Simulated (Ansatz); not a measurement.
# The blue phosphorene bilayer (AB) between two gates

How do the bands of the blue phosphorene bilayer (AB) follow a displacement field between two gates?

Program: Ansatz 0.2.0. Level of theory: plane-wave DFT, PBE-D3(BJ), Ansatz PAW. Results are calculated unless marked as measured.

## 1. Set-up

The cell holds 4 atoms: 4 P. Its edges and angles: a = 3.280 Å, b = 3.280 Å, c = 23.680 Å, α = 90.0°, β = 90.0°, γ = 120.0°. Regions: layer 1: blue phosphorene, 2 atoms (2 P); layer 2: blue phosphorene, 2 atoms (2 P). Vacuum lies along c.

## 2. Relaxing the slab

The starting cell is a guess, so the in-plane lattice and the atoms are relaxed first, with the slab cut off from its images along the normal. The program lengthens the vector along the normal by itself, so c and the volume that it reports differ from the typed ones.

input.yaml

```yaml
crystal:
  lattice:
    - [3.28, 0.0, 0.0]
    - [-1.64, 2.8405633244, 0.0]
    - [0.0, 0.0, 23.68]
  atoms:
    - { symbol: P, position: [0.6666666667, 0.3333333333, 0.3800675676] }
    - { symbol: P, position: [0.3333333333, 0.6666666667, 0.4324324324] }
    - { symbol: P, position: [0.0, 0.0, 0.5675675676] }
    - { symbol: P, position: [0.6666666667, 0.3333333333, 0.6199324324] }
  periodic: [true, true, false]
kpoints:
  mp_grid: { grid: [12, 12, 1] }
hamiltonian:
  xc: pbe
  dispersion: d3bj
scf:
  occupations: { method: fermi_dirac, width: 0.05 }
  convergence: { dr2_threshold: 1.0e-09 }
relax:
  f_tol: 0.004
  max_steps: 90
  cell: {}
output:
  write_potential: true
  write_density: true
  volumetric_format: npy
```

Run with:

```sh
ansatz run input.yaml --threads 4 --pin off --max-ram 6144MiB --backend cpu --events-out ev --progress --plain --runs-dir out
```

Numbers of over 12 decimals in the logs are rounded to 6 here.

The log of the run:

```text
Warning: crystal.periodic: the lattice vector that does not repeat stood 0.000° off the slab's normal, 23.680 Å along it as the deck builds it. The run solves the slab on a vector along the normal, 35.160 Å long, with every atom where it was (on the deck's vector they left 18.00 Å outside them, and the widest stretch free of ions among them is 3.20 Å). A fractional position that the run reports is one of the run's ce [...]
Warning: relax.cell: scf.convergence.dr2_threshold = 1e-9 eV is looser than the 1.62692628103e-10 eV advised for a relaxation that steers and ends on the stress (1e-10 eV for each atom of the cell: 4, times the square of relax.cell.stress_2d_tol = 0.05 N/m over 15.7 Å (the atoms' height at the walk's start and 5 Å past either face), 3.189e-2 GPa, over a crystal's default 0.05). What an SCF threshold leaves in a stress goes as its square root, and in the free energy as the threshold itself, and one threshold admits the most on a small cell: [figures from the program's tests cut] Set scf.convergence.dr2_threshold to 1.62692628103e-10 eV or tighter. [rest of the remark cut]
crystal.periodic: the lattice vector that does not repeat stood 0.000° off the slab's normal, 23.680 Å along it as the deck builds it. The run solves the slab on a vector along the normal, 35.160 Å long, with every atom where it was (on the deck's vector they left 18.00 Å outside them, and the widest stretch free of ions among them is 3.20 Å). A fractional position that the run reports is one of the run's cell, which [...]
Engine: ansatz 0.2.0, aarch64-unknown-linux-gnu
Pseudopotentials: kind: paw
Pseudopotential: P, paw, valence charge 5, recommended cutoff 420 eV (normal), P.paw.azcp
Functional definition: PBE
  parameter kappa = 0.804
  parameter beta = 0.066725
  exchange = pbe_x(kappa = kappa, mu = beta*pi^2/3)
  correlation = pbe_c(beta = beta)
Crystal: 4 atoms, lattice volume = 327.587 Å³
Basis set: ecut = 420 eV, 6537 PW (Γ), exchange–correlation on 48×48×480 points (8 copies of the dense FFT grid, shifted against one another)
Bands: 14, of which v1, the nominal top of the filled ones, is band 10 counted from 1 (9 counted from 0)
Symmetry: 12 space group operations
Space group: P-3m1 (ITA 164), of the structure as read, at distance tolerance 6.9e-5 Å
k-points: 19 of 144
Non-local potential: P, projectors of the file, l = 0: 2, l = 1: 2, l = 2: 2
PAW form: soft (Blöchl's): semilocal exchange-correlation on the pseudo side does not see the compensation charge
PAW one-centre angular grid: P, 110 points (default); XC on 64 Gauss nodes
Initial density: superposition of atomic densities (neutral atoms: chi_scale 0, normalization atom), corrected by the library's trained network
Initial wavefunctions: pseudopotential atomic-orbital guess
Functional: x = pbe(κ = 0.804, μ = 0.219515), c = pbe(β = 0.066725)
SCF iter   1: F=—  HF=-3023.640613 eV  |F-HF|=—  |Δ(HF+E_count)|=         —  Δρ=1.18e-3  dr2=2.57e-2  ethr=1.77e-3  ⟨swp⟩=12.8  Hψ=2914  notcnv=0
preconditioner: auto → Resta (q_TF=auto, 1.712 Å⁻¹)  ε∞=2.1  [insulator: Δε(μ)=1.039 eV  Ē_g=8.759 eV  σ=0.050 eV  W_gap=1.00  n_scr=18 (ndim 8)  ℏωp=9.2 eV  f_vac=0.714  D(μ)=0.00/eV (n_scr^D=0)  ε∞_Penn≈2.1  vacuum switching on, ρ_ref=5.6e-3 e/Å³]
SCF iter   2: F=—  HF=-3023.640306 eV  |F-HF|=—  |Δ(HF+E_count)|=   3.07e-4  Δρ=1.18e-3  dr2=1.90e-2  ethr=1.29e-4  ⟨swp⟩=3.6  Hψ=740  notcnv=0
SCF iter   3: F=—  HF=-3023.638030 eV  |F-HF|=—  |Δ(HF+E_count)|=   2.28e-3  Δρ=4.98e-4  dr2=1.53e-3  ethr=9.50e-5  ⟨swp⟩=2.2  Hψ=360  notcnv=0
SCF iter   4: F=—  HF=-3023.638146 eV  |F-HF|=—  |Δ(HF+E_count)|=   1.16e-4  Δρ=1.18e-4  dr2=5.49e-5  ethr=7.67e-6  ⟨swp⟩=3.3  Hψ=556  notcnv=0
SCF iter   5: F=—  HF=-3023.638170 eV  |F-HF|=—  |Δ(HF+E_count)|=   2.41e-5  Δρ=2.94e-5  dr2=3.82e-6  ethr=2.75e-7  ⟨swp⟩=2.9  Hψ=554  notcnv=0
SCF iter   6: F=—  HF=-3023.638172 eV  |F-HF|=—  |Δ(HF+E_count)|=   2.71e-6  Δρ=5.73e-6  dr2=1.29e-7  ethr=1.91e-8  ⟨swp⟩=2.9  Hψ=579  notcnv=0
SCF iter   7: F=—  HF=-3023.638155 eV  |F-HF|=—  |Δ(HF+E_count)|=   1.68e-5  Δρ=1.37e-6  dr2=9.52e-9  ethr=6.43e-10  ⟨swp⟩=3.0  Hψ=548  notcnv=0
SCF iter   8: F=-3023.638155 eV  HF=-3023.638155 eV  |F-HF|=2.31e-10  |Δ(HF+E_count)|=   4.54e-9  Δρ=1.13e-7  dr2=6.52e-11  ethr=5.00e-12  ⟨swp⟩=12.5  Hψ=2377  notcnv=0
SCF 1 converged in 8 iterations: F = -3023.638155 eV  dr2 = 6.52e-11
  greatest PAW one-centre occupation: 0.819 electrons in one spin orbital (limit 2), on the P atom at site 2 (counted from 0), in its partial waves of l = 0
relax step   1: F+E_penalty+E_count = -3023.63815549 eV  Δ(F+E_penalty+E_count) = +0.000e0 eV  max|allowed force component| = 6.090e-2 eV/Å  Δτ_max = 0.0000 Å  P = -1.068 N/m  Ω = 327.587 Å³  fix = [c, alpha, beta]  reactions: c +0.000 N/m  (8 SCF iters, accepted)
Crystal: 4 atoms, lattice volume = 323.912 Å³
Basis set: ecut = 420 eV, 6453 PW (Γ), exchange–correlation on 48×48×480 points (8 copies of the dense FFT grid, shifted against one another)
Initial density: handed on by an earlier stage of this run
Initial wavefunctions: those handed on with the density
iter 1 solved again at ethr=1.05e-4 eV; its pass at ethr=3.10e-3 eV (dr2=2.09e-2 eV) is discarded
SCF iter   1: F=—  HF=-3023.643848 eV  |F-HF|=—  |Δ(HF+E_count)|=         —  Δρ=3.28e-3  dr2=2.07e-2  ethr=1.05e-4  ⟨swp⟩=2.7  Hψ=3048  notcnv=0
preconditioner: auto → Resta (q_TF=auto, 1.715 Å⁻¹)  ε∞=2.1  [insulator: Δε(μ)=1.227 eV  Ē_g=8.790 eV  σ=0.050 eV  W_gap=1.00  n_scr=18 (ndim 8)  ℏωp=9.2 eV  f_vac=0.704  D(μ)=0.00/eV (n_scr^D=0)  ε∞_Penn≈2.1  vacuum switching on, ρ_ref=5.6e-3 e/Å³]
SCF iter   2: F=—  HF=-3023.642771 eV  |F-HF|=—  |Δ(HF+E_count)|=   1.08e-3  Δρ=1.66e-3  dr2=6.77e-3  ethr=1.04e-4  ⟨swp⟩=2.2  Hψ=354  notcnv=0
SCF iter   3: F=—  HF=-3023.643280 eV  |F-HF|=—  |Δ(HF+E_count)|=   5.09e-4  Δρ=8.73e-4  dr2=6.69e-3  ethr=3.38e-5  ⟨swp⟩=3.1  Hψ=454  notcnv=0
SCF iter   4: F=—  HF=-3023.642646 eV  |F-HF|=—  |Δ(HF+E_count)|=   6.35e-4  Δρ=1.02e-4  dr2=5.19e-5  ethr=3.34e-5  ⟨swp⟩=2.2  Hψ=341  notcnv=0
SCF iter   5: F=—  HF=-3023.642660 eV  |F-HF|=—  |Δ(HF+E_count)|=   1.45e-5  Δρ=2.83e-5  dr2=3.16e-6  ethr=2.59e-7  ⟨swp⟩=3.5  Hψ=602  notcnv=0
SCF iter   6: F=—  HF=-3023.642661 eV  |F-HF|=—  |Δ(HF+E_count)|=   1.24e-6  Δρ=6.33e-6  dr2=2.25e-7  ethr=1.58e-8  ⟨swp⟩=3.0  Hψ=529  notcnv=0
SCF iter   7: F=—  HF=-3023.642645 eV  |F-HF|=—  |Δ(HF+E_count)|=   1.65e-5  Δρ=9.83e-7  dr2=3.33e-9  ethr=1.12e-9  ⟨swp⟩=3.3  Hψ=556  notcnv=0
SCF iter   8: F=-3023.642645 eV  HF=-3023.642645 eV  |F-HF|=3.75e-10  |Δ(HF+E_count)|=   1.68e-9  Δρ=2.35e-7  dr2=1.94e-10  ethr=5.00e-12  ⟨swp⟩=11.9  Hψ=2284  notcnv=0
SCF 2 converged in 8 iterations: F = -3023.642645 eV  dr2 = 1.94e-10
relax step   2: F+E_penalty+E_count = -3023.64264490 eV  Δ(F+E_penalty+E_count) = -4.489e-3 eV  max|allowed force component| = 1.135e-1 eV/Å  Δτ_max = 0.0859 Å  P = -0.416 N/m  Ω = 323.912 Å³  energy of the carried Pulay correction = +1.154e-4 eV  fix = [c, alpha, beta]  reactions: c -0.000 N/m  (8 SCF iters, accepted)
Crystal: 4 atoms, lattice volume = 322.334 Å³
Basis set: ecut = 420 eV, 6417 PW (Γ), exchange–correlation on 48×48×480 points (8 copies of the dense FFT grid, shifted against one another)
iter 1 solved again at ethr=5.93e-6 eV; its pass at ethr=3.10e-3 eV (dr2=1.19e-3 eV) is discarded
SCF iter   1: F=—  HF=-3023.643233 eV  |F-HF|=—  |Δ(HF+E_count)|=         —  Δρ=7.53e-4  dr2=1.21e-3  ethr=5.93e-6  ⟨swp⟩=4.1  Hψ=3033  notcnv=0
preconditioner: auto → Resta (q_TF=auto, 1.717 Å⁻¹)  ε∞=2.1  [insulator: Δε(μ)=1.202 eV  Ē_g=8.839 eV  σ=0.050 eV  W_gap=1.00  n_scr=18 (ndim 8)  ℏωp=9.2 eV  f_vac=0.706  D(μ)=0.00/eV (n_scr^D=0)  ε∞_Penn≈2.1  vacuum switching on, ρ_ref=5.7e-3 e/Å³]
SCF iter   2: F=—  HF=-3023.643102 eV  |F-HF|=—  |Δ(HF+E_count)|=   1.31e-4  Δρ=3.76e-4  dr2=3.79e-4  ethr=5.93e-6  ⟨swp⟩=2.1  Hψ=346  notcnv=0
SCF iter   3: F=—  HF=-3023.643128 eV  |F-HF|=—  |Δ(HF+E_count)|=   2.57e-5  Δρ=1.93e-4  dr2=4.32e-4  ethr=1.89e-6  ⟨swp⟩=3.0  Hψ=471  notcnv=0
SCF iter   4: F=—  HF=-3023.643081 eV  |F-HF|=—  |Δ(HF+E_count)|=   4.63e-5  Δρ=3.05e-5  dr2=4.39e-6  ethr=1.89e-6  ⟨swp⟩=2.2  Hψ=358  notcnv=0
SCF iter   5: F=—  HF=-3023.643080 eV  |F-HF|=—  |Δ(HF+E_count)|=   1.01e-6  Δρ=8.29e-6  dr2=1.46e-6  ethr=2.20e-8  ⟨swp⟩=3.7  Hψ=634  notcnv=0
SCF iter   6: F=—  HF=-3023.643066 eV  |F-HF|=—  |Δ(HF+E_count)|=   1.47e-5  Δρ=2.60e-6  dr2=1.35e-7  ethr=7.30e-9  ⟨swp⟩=2.6  Hψ=378  notcnv=0
SCF iter   7: F=-3023.643066 eV  HF=-3023.643066 eV  |F-HF|=1.92e-10  |Δ(HF+E_count)|=   7.33e-9  Δρ=3.05e-7  dr2=2.67e-10  ethr=5.00e-12  ⟨swp⟩=11.7  Hψ=2715  notcnv=0
SCF 3 converged in 7 iterations: F = -3023.643066 eV  dr2 = 2.67e-10
relax step   3: F+E_penalty+E_count = -3023.64306556 eV  Δ(F+E_penalty+E_count) = -4.207e-4 eV  max|allowed force component| = 9.988e-2 eV/Å  Δτ_max = 0.0220 Å  P = +0.310 N/m  Ω = 322.334 Å³  energy of the carried Pulay correction = +1.654e-4 eV  fix = [c, alpha, beta]  reactions: c +0.000 N/m  (7 SCF iters, accepted)
[...]
relax step   4: F+E_penalty+E_count = -3023.64374556 eV  Δ(F+E_penalty+E_count) = -6.800e-4 eV  max|allowed force component| = 6.193e-3 eV/Å  Δτ_max = 0.0031 Å  P = +0.018 N/m  Ω = 322.923 Å³  energy of the carried Pulay correction = +1.467e-4 eV  fix = [c, alpha, beta]  reactions: c +0.000 N/m  (6 SCF iters, accepted)
[...]
relax step   5: F+E_penalty+E_count = -3023.64374353 eV  Δ(F+E_penalty+E_count) = +2.031e-6 eV  max|allowed force component| = 2.735e-3 eV/Å  Δτ_max = 0.0058 Å  P = -0.024 N/m  Ω = 323.061 Å³  energy of the carried Pulay correction = +1.424e-4 eV  fix = [c, alpha, beta]  reactions: c -0.000 N/m  (7 SCF iters, accepted)
Initial wavefunctions: pseudopotential atomic-orbital guess (no wavefunctions were taken with the density)
iter 1 solved again at ethr=8.91e-7 eV; its pass at ethr=3.10e-3 eV (dr2=1.78e-4 eV) is discarded
SCF iter   1: F=—  HF=-3023.643640 eV  |F-HF|=—  |Δ(HF+E_count)|=         —  Δρ=4.81e-6  dr2=7.21e-9  ethr=8.91e-7  ⟨swp⟩=5.2  Hψ=4180  notcnv=0
eigensolver tolerance schedule: the retry pair's looser diagonalisation over-reported the residual by 24709.04 of it (diagonalisation noise at an unbounded share of the residual, at the tolerance the schedule requests for it); recorded, not acted on — ethr = c·dr2/N_el stays at c = 1.0e-1
preconditioner: auto → Resta (q_TF=auto, 1.716 Å⁻¹)  ε∞=2.1  [insulator: Δε(μ)=1.213 eV  Ē_g=8.813 eV  σ=0.050 eV  W_gap=1.00  n_scr=18 (ndim 8)  ℏωp=9.2 eV  f_vac=0.706  D(μ)=0.00/eV (n_scr^D=0)  ε∞_Penn≈2.1  vacuum switching on, ρ_ref=5.6e-3 e/Å³]
SCF iter   2: F=—  HF=-3023.643623 eV  |F-HF|=—  |Δ(HF+E_count)|=   1.70e-5  Δρ=2.51e-6  dr2=2.08e-9  ethr=3.61e-11  ⟨swp⟩=5.9  Hψ=1108  notcnv=0
SCF iter   3: F=-3023.643623 eV  HF=-3023.643623 eV  |F-HF|=9.02e-10  |Δ(HF+E_count)|=   1.91e-8  Δρ=5.06e-7  dr2=2.46e-10  ethr=5.00e-12  ⟨swp⟩=14.4  Hψ=2503  notcnv=0
SCF 6 converged in 3 iterations: F = -3023.643623 eV  dr2 = 2.46e-10
relax step   6: F+E_penalty+E_count = -3023.64362312 eV  Δ(F+E_penalty+E_count) = +1.204e-4 eV  max|allowed force component| = 2.767e-3 eV/Å  Δτ_max = 0.0000 Å  P = -0.028 N/m  Ω = 323.061 Å³  fix = [c, alpha, beta]  reactions: c -0.000 N/m  stress off target by 2.77e-2 N/m on what of the cell is left free  SCF on the basis re-selected at this cell (its energy is not comparable with the rows above)  (3 SCF iters)
basis re-selected at this cell: Δ(F+E_penalty+E_count) = +1.204e-4 eV, ΔP = -0.004 N/m vs the last step (what re-selecting the basis moved, of the pressure what is left beyond the Pulay correction that the steps carried, after the strain that the cell walked since its last selection, with what the two solves' SCF thresholds leave and, on support functions, any second-order correction that the steps lacked; it is no m [...]
SCF converged after 3 iterations
Free energy (F): -3023.643623 eV
Harris-Foulkes:  -3023.643623 eV  (|F-HF|=9.02e-10)
Internal energy: -3023.643622 eV  (E = F + TS)
E sigma→0 (E₀):  -3023.643622 eV
Entropy (-TS):   -0.000001 eV (-0.000 meV/atom)
Fermi energy:    -5.007342 eV
--- Per-component energies (eV) ---
  E_band       = -228.474679
  E_kinetic    = 278.826961
  E_local      = -23899.137886  (includes V_loc(G=0)·N_el)
  E_nonlocal   = 136.134694
  E_hartree    = 11763.357963
  E_xc         = -244.343277
  E_vxc        = -240.835243  (∫ρ·V_xc dr)
  E_paw        = -2277.388203  (= ΣΔE_a)
  E_vpaw       = -30.180142  (= ΣTr[D̂ρ^β])
  E_aug_tail   = 0.000013  (compensation charges beyond the density's cutoff)
  E_ewald      = 11219.966497
  E_disp       = -1.060384  (pairwise vdW)
  E_smearing   = -0.000001  (= −TS)
  E_closure    = 0.000000  (closes the sum)
  Σ components = -3023.643623   (vs F -3023.643623, Δ=0.00e0)
--- Forces (eV/Å), atoms counted from 1 ---
  atom   1  P      0.00000000    -0.00000000    -0.00157939
  atom   2  P     -0.00000000     0.00000000     0.00276654
  atom   3  P     -0.00000000    -0.00000000    -0.00276654
  atom   4  P      0.00000000     0.00000000     0.00157939
  max |Σ_I F_I| component: 6.51e-19 eV/Å
--- 2D stress c σ (N/m, compression-positive) ---
       -0.027657      -0.000000       0.000000
       -0.000000      -0.027657       0.000000
        0.000000       0.000000      -0.000000
  P = ½ c Tr σ = -0.0277 N/m
--- Band table (eV; the first three rows and the last of 19) ---
  k-point 0: bands = [... 6 lower, -6.2523, -6.2486, -6.2486, -5.7796, -2.2649, -2.2649, -2.2569, -2.1738]
  k-point 1: bands = [... 6 lower, -7.1042, -6.5175, -6.4946, -5.7276, -2.5699, -2.4763, -1.9436, -1.8418]
  k-point 2: bands = [... 6 lower, -7.0730, -7.0380, -7.0005, -5.6477, -3.2245, -3.1719, -1.3155, -1.1763]
  k-point 18: bands = [... 6 lower, -8.0338, -8.0044, -8.0044, -7.8417, -4.0570, -4.0570, -1.3458, -0.6602]
  the weakly bound empty levels are not read free of the cell's end (no_gap_told)
--- Relaxed structure (5 steps of the walk, 5 accepted, 1 SCFs on fresh bases) ---
  F+E_penalty+E_count = -3023.64362312 eV   max|allowed force component| = 2.767e-3 eV/Å   (the final SCF, on the basis selected at the relaxed cell)
  cell:  # Å, volume = 323.0611 Å³
    - [3.257261, 0.0, 0]
    - [-1.628631, 2.820871, 0]
    - [0, 0, 35.159999996928]
  atoms:
    - { symbol: P, position: [0.666667, 0.333333, 0.253932] }
    - { symbol: P, position: [0.333333, 0.666667, 0.289281] }
    - { symbol: P, position: [-1.2721305491573663e-17, -3.700743415363339e-17, 0.384212] }
    - { symbol: P, position: [0.666667, 0.333333, 0.419561] }
```

Run time: 8.2 s. Hardware: 4 threads of Arm Neoverse V2, shared host; peak memory 0.59 GiB; 31 s of CPU time.

Relaxation path:

```
step  energy less that of the first step (eV)  largest force component (eV/Å)  volume (Å³)
   1                                   0.0000                          0.0609       327.59
   2                                  -0.0045                          0.1135       323.91
   3                                  -0.0049                          0.0999       322.33
   4                                  -0.0056                          0.0062       322.92
   5                                  -0.0056                          0.0027       323.06
  6*                                  -0.0055                          0.0028       323.06
```

Relaxation steps marked * repeat the geometry before them on a plane-wave basis chosen anew for their cell, so energy and pressure can jump there.

The run keeps the 12 symmetry operations that it works with, so distortions that break them were not tested.

| cell as run | before | after | change |
| --- | --- | --- | --- |
| a (Å) | 3.280 | 3.257 | -0.7 % |
| b (Å) | 3.280 | 3.257 | -0.7 % |

The atoms that moved most (Å, along periodic axes as changes of fractional coordinates times the final cell, across vacuum about the mean position):

```
atom     dx     dy      dz  length
  P4  0.000  0.000   0.072   0.072
  P1  0.000  0.000  -0.072   0.072
  P2  0.000  0.000  -0.069   0.069
  P3  0.000  0.000   0.069   0.069
```

Final coordinates:

```xyz
4
Lattice="3.2573 0.0000 0.0000 -1.6286 2.8209 0.0000 0.0000 0.0000 35.1600" Properties=species:S:1:pos:R:3
P     1.6286    0.9403    8.9283
P     0.0000    1.8806   10.1711
P     0.0000    0.0000   13.5089
P     1.6286    0.9403   14.7517
```

The lattice constant a goes from 3.280 to 3.257 Å.

(Part 1 of 3 ends here.)

[Logs are printed without paths, hosts, clocks, repeated set-up lines and the standing remarks that a program may print on its own settings, such as how far it seeks lower states.]

[Hosts, paths, dates, database ids (printed as entryN), source tags and the programs' standing remarks are cut or masked in the printed files.]

[Maps of the electrostatic potential energy from Ansatz leave out the sawtooth potential of an applied field or a dipole correction, so their vacuum need not be flat; planar profiles and work functions include it.]
